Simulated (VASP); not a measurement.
A run of VASP 6.6.1 is set up as follows.

File INCAR:

```
PREC     = Accurate       # precision mode
ENCUT    = 520            # plane-wave cutoff, eV
EDIFF    = 1E-6           # SCF threshold, eV
ISMEAR   = 0              # smearing method
SIGMA    = 0.15           # smearing width, eV
LREAL    = F              # projectors in reciprocal space
LASPH    = T              # aspherical terms in the spheres
NELM     = 100            # most SCF steps
ALGO     = Fast           # electronic algorithm
ISIF     = 2              # what is computed and relaxed
LWAVE    = F              # write WAVECAR
LCHARG   = F              # write CHGCAR
GGA      = PS             # functional
NBANDS   = 11             # bands
```

The input KPOINTS:

```
regular mesh
0
Gamma
  16 16 16
```

POSCAR

```
HCl
1.0
    0.0000000000      2.6750000000      2.8550000000
    2.5150000000      0.0000000000      2.8550000000
    2.5150000000      2.6750000000      0.0000000000
H Cl
1 1
Direct
    0.0000000000      0.0000000000      0.0000000000
    0.5000000000      0.5000000000      0.5000000000
```

Potentials or basis: VASP PAW PBE potentials, release 64 (H, Cl).

Launch:

```bash
$ cat potpaw_PBE.64/H/POTCAR potpaw_PBE.64/Cl/POTCAR > POTCAR
$ mpirun -np 1 vasp_std > vasp.out
```

(1) Estimate the pressure.

(2) Estimate the band gap on the k mesh.

Results:

(1) -10.9 GPa.

(2) none (metal or under the smearing width).

Caveat: the PAW data sets were made with another functional, which shifts forces and pressure a little.
